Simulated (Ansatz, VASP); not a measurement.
GaP in VASP and in Ansatz

```
Ga P
1.0
     0.00000    2.72525    2.72525
     2.72525    0.00000    2.72525
     2.72525    2.72525    0.00000
Ga P
1 1
Direct
  0.00000 0.00000 0.00000
  0.75000 0.75000 0.75000
```

Alike in both runs: task band structure; functional PBE; k mesh 8 × 8 × 8; occupations fermi-dirac, width 0.05 eV; no spin polarisation.

```csv
,VASP,Ansatz
version,VASP 6.6.1,Ansatz 0.2.0
potentials or method,"VASP PAW PBE potentials, release 54 (Ga_d, P)",Ansatz PAW
plane-wave cutoff (eV),520,420
valence electrons in the cell,18,18
```

|  | VASP | Ansatz | Ansatz less VASP |
| --- | --- | --- | --- |
| gap on the k mesh at the Fermi level (eV) | 1.64 | 1.64 | 0.000 |
| least direct gap on the mesh (eV) | 1.83 | 1.83 | +0.002 |
| gap along the band path (eV) | 1.59 | 1.59 | 0.000 |
| pressure (GPa) | 2.5 | 2.5 | +0.03 |

The functional is the same, so the differences come from potentials, cutoffs and numerics.

Caveats: the k mesh misses the band edges, so the gap on the mesh is wider than the one along the path (Ansatz).
